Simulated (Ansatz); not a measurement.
The calculation used DFT PBE, scalar-relativistic, plane waves, PAW (Ansatz). Settings: cutoff 420 eV, Γ-centred meshes spaced at most about 0.3 Å⁻¹, and about 0.25 Å⁻¹ or finer for metals (2π included), Gaussian smearing. No spin polarisation.

Temperature and zero-point effects are left out.

Question: Which of these relaxed structures of CaH8 is the lowest in energy?
1.

Space group C2/m (No. 12). a = 6.274 Å, b = 4.299 Å, c = 5.249 Å, α = 90.00°, β = 107.87°, γ = 90.00°
```json
{"atom": "Ca", "site": "2b", "symmetry": "2/m", "x": "0.5000", "y": "0.0000", "z": "0.0000"}
{"atom": "H", "site": "4f", "symmetry": "-1", "x": "0.2500", "y": "0.2500", "z": "0.5000"}
{"atom": "H", "site": "8j", "symmetry": "1", "x": "0.5836", "y": "0.2508", "z": "0.5011"}
{"atom": "H", "site": "4i", "symmetry": "m", "x": "0.1549", "y": "0.0000", "z": "0.0001"}
```

2.

Space group Cmm2 (No. 35). a = 5.683 Å, b = 6.516 Å, c = 7.151 Å, α = 90.00°, β = 90.00°, γ = 90.00°
```json
{"atom": "Ca", "site": "2b", "symmetry": "mm2", "x": "0.5000", "y": "0.0000", "z": "0.2832"}
{"atom": "H", "site": "4d", "symmetry": ".m.", "x": "0.4335", "y": "0.0000", "z": "0.6561"}
{"atom": "H", "site": "4e", "symmetry": "m..", "x": "0.5000", "y": "0.4352", "z": "0.0187"}
{"atom": "H", "site": "4c", "symmetry": "..2", "x": "0.2500", "y": "0.7500", "z": "0.2957"}
{"atom": "H", "site": "4d", "symmetry": ".m.", "x": "0.1911", "y": "0.0000", "z": "0.0162"}
```

Answer: 1. The other, cell 2, lies 169 meV/atom higher. Counting H atoms around Ca (those within 1.25 times the shortest such distance or 1.15 times the sum of covalent radii, 1.27 where that leaves under three; a plus sign parts nearer from farther groups): cell 1 has Ca 6; cell 2 has Ca 4+4. Cell 2 holds H–H pairs as short as in free H₂ molecules (shortest 0.76 Å); in cell 1 the shortest H–H distance is 1.05 Å, near bonding range too. Both come from invented guesses. Even the lowest of the cells shown lies +0.20 eV/atom against the elements.

Weakly bound directions are ill-defined at this level, which has no dispersion term (C2/m, Cmm2), and this can change margins and order among such cells. With hydrogen, zero-point motion can shift such differences by 10 meV/atom or more. Cells relaxed within their symmetry can be saddle points. Some candidate types were left out of the draw beforehand, so a known form may be missing.
